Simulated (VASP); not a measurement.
The system is BaTiO3.

```xyz
5
Lattice="2.9042 1.6767 2.3826 -2.9042 1.6767 2.3826 0.0000 -3.3535 2.3826" Properties=species:S:1:pos:R:3 pbc="T T T"
Ba    0.0000    0.0000    7.1302
Ti    0.0000    0.0000    3.4613
O     0.0000    1.6450    2.4718
O    -1.4246   -0.8225    2.4718
O     1.4246   -0.8225    2.4718
```

The cell isn't the ideal one: a relaxed cell with its volume scaled by 1.06.

* Program: VASP 6.6.1
* Task: relaxation of shape and atoms at fixed volume
* Functional: r2SCAN
* Potentials or basis: VASP PAW PBE potentials, release 64 (Ba_sv, Ti_sv, O)
* Cutoff: 600 eV
* k mesh: 7 × 7 × 7
* Occupations: gaussian, width 0.03 eV
* Spin: no spin polarisation

At the start: pressure -8.8 GPa; volume 13.92 Å³/atom.

Q: Where does the relaxation end?

A: Over 8 steps the energy falls by 8.3 meV/atom; space group R3m (No. 160, to 0.05 Å).

The path:
```tsv
step	energy change (eV)	largest force (eV/Å)	pressure (GPa)
1	0.0000	0.5941	-8.84
2	-0.0330	0.3134	-6.95
3	-0.0383	0.1132	-5.76
4	-0.0401	0.0949	-5.64
5	-0.0408	0.0745	-5.51
6	-0.0415	0.0283	-5.56
7	-0.0415	0.0154	-5.57
8	-0.0415	0.0032	-5.51
```

Final structure:
```
Ba Ti O
1.0
     2.89849    1.67344    2.39203
    -2.89849    1.67344    2.39203
     0.00000   -3.34688    2.39203
Ba Ti O
1 1 3
Cartesian
  0.0000 0.0000 7.1315
  0.0000 0.0000 3.4247
  0.0000 1.6211 2.5073
  -1.4039 -0.8106 2.5073
  1.4039 -0.8106 2.5073
```

Caveat: the PAW data sets were made with another functional, which shifts forces and pressure a little.
